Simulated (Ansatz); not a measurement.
The geometry is COD entry 9008768, unchecked; take it as a test cell. The listed cell was then made from it by scaling, straining or moving an atom.

An input for YN: DFT, LDA, all-electron PAW with datasets made for the crystal, scalar-relativistic (Ansatz 0.2.0).

Command: `ansatz run input.yaml --threads 1 --pin off --max-ram 3072MiB --backend cpu --events-out ev --progress --plain --runs-dir out` The run took 2.1 s on 1 thread of Intel(R) Xeon(R) 6975P-C (Granite Rapids), with other jobs on the host, peak memory 0.38 GiB.

```yaml
crystal:
  lattice:
    - [0.0, 2.4221337351, 2.4221337351]
    - [2.4221337351, 0.0, 2.4221337351]
    - [2.4221337351, 2.4221337351, 0.0]
  atoms:
    - { symbol: "Y", position: [0.0, 0.0, 0.0] }
    - { symbol: "N", position: [0.5, 0.5, 0.5] }
kpoints:
  mp_grid: { grid: [9, 9, 9] }
scf:
  occupations: { method: fermi_dirac, width: 0.03 }
hamiltonian:
  xc: lda
  pseudopotentials: { kind: all_electron, datasets: crystal }
output:
  forces: true
  stress: true
  eigenvalues: true
  efg: { contact_densities: true }
```

Set-up and iterations as logged by Ansatz (the results part is left out, to be predicted):

```
hamiltonian.pseudopotentials.datasets: crystal makes datasets for this crystal and solves the spheres of its atoms anew in each pass: cutoff 280.0 eV, the density's 1120.0 eV; for an error of 0.50 meV an atom under PBE, 1.0 meV for the cell; an energy difference from a run of another recipe may be off by several times the error for the cell, under r2SCAN by more, where some 0.1 meV an atom stays at smaller errors; N in spheres of 1.117 Å, 5 of its electrons in bands; Y in spheres of 1.302 Å, 11 of its electrons in bands
Engine: ansatz 0.2.0
Pseudopotentials: kind: all_electron
Pseudopotential: Y, paw, valence charge 11, recommended cutoff 280 eV (normal), Koelling and Harmon's equation, gaussian nucleus
Pseudopotential: N, paw, valence charge 5, recommended cutoff 280 eV (normal), Koelling and Harmon's equation, gaussian nucleus
Functional definition: SPW92
  exchange = slater_x
  correlation = pw_c
Crystal: 2 atoms, lattice volume = 28.420 Å³
Basis set: ecut = 280 eV, 307 PW (Γ)
Bands: 12, of which v1, the nominal top of the filled ones, is band 8 counted from 1 (7 counted from 0)
Symmetry: 48 space group operations
Space group: Fm-3m (ITA 225), of the structure as read, at distance tolerance 3.1e-5 Å
k-points: 35 of 729
Non-local potential: Y, projectors of the file, l = 0: 2, l = 1: 2, l = 2: 1
Non-local potential: N, projectors of the file, l = 0: 1, l = 1: 2
PAW form: soft (Blöchl's): semilocal exchange-correlation on the pseudo side does not see the compensation charge
PAW one-centre angular grid: Y, 590 points (default); XC on its mesh's 1875 points in the sphere
PAW one-centre angular grid: N, 110 points (default); XC on its mesh's 1993 points in the sphere
Initial density: superposition of atomic densities (neutral atoms: chi_scale 0, normalization atom)
Initial wavefunctions: pseudopotential atomic-orbital guess
Functional: x = slater, c = lda
iter 1 solved again at ethr=6.17e-2 eV; its pass at ethr=1.00e-1 eV (dr2=9.87e0 eV) is discarded
SCF iter   1: F=—  HF=-93502.353820 eV  |F-HF|=—  |Δ(HF+E_count)|=         —  Δρ=1.58e-1  dr2=9.60e0  ethr=6.17e-2  ⟨swp⟩=2.0  Hψ=2144  notcnv=0
SCF iter   2: F=—  HF=-93502.154433 eV  |F-HF|=—  |Δ(HF+E_count)|=   1.99e-1  Δρ=1.79e-1  dr2=9.65e0  ethr=6.00e-2  ⟨swp⟩=4.1  Hψ=1210  notcnv=0
iter 3 solved again at ethr=1.10e-3 eV; its pass at ethr=6.00e-2 eV (dr2=1.76e-1 eV) is discarded
SCF iter   3: F=—  HF=-93500.229842 eV  |F-HF|=—  |Δ(HF+E_count)|=    1.92e0  Δρ=2.21e-2  dr2=1.79e-1  ethr=1.10e-3  ⟨swp⟩=3.1  Hψ=1932  notcnv=0  defer=1
SCF iter   4: F=—  HF=-93500.225779 eV  |F-HF|=—  |Δ(HF+E_count)|=   4.06e-3  Δρ=1.69e-2  dr2=1.40e-1  ethr=1.10e-3  ⟨swp⟩=3.4  Hψ=1084  notcnv=0
SCF iter   5: F=—  HF=-93500.198504 eV  |F-HF|=—  |Δ(HF+E_count)|=   2.73e-2  Δρ=7.56e-3  dr2=2.81e-2  ethr=8.72e-4  ⟨swp⟩=2.3  Hψ=1086  notcnv=0
SCF iter   6: F=—  HF=-93500.192286 eV  |F-HF|=—  |Δ(HF+E_count)|=   6.22e-3  Δρ=1.54e-3  dr2=1.08e-3  ethr=1.76e-4  ⟨swp⟩=3.2  Hψ=950  notcnv=0
SCF iter   7: F=—  HF=-93500.192617 eV  |F-HF|=—  |Δ(HF+E_count)|=   3.32e-4  Δρ=4.78e-4  dr2=9.49e-5  ethr=6.73e-6  ⟨swp⟩=2.3  Hψ=961  notcnv=0
SCF iter   8: F=—  HF=-93500.192596 eV  |F-HF|=—  |Δ(HF+E_count)|=   2.18e-5  Δρ=2.99e-5  dr2=8.54e-8  ethr=5.93e-7  ⟨swp⟩=3.1  Hψ=785  notcnv=0
SCF iter   9: F=-93500.192596 eV  HF=-93500.192596 eV  |F-HF|=1.11e-8  |Δ(HF+E_count)|=   1.21e-7  Δρ=9.56e-6  dr2=1.79e-8  ethr=5.34e-10  ⟨swp⟩=4.0  Hψ=1049  notcnv=0
```

**Question.** What pressure will this run report?

**Answer.** -2.60 GPa (positive in compression).
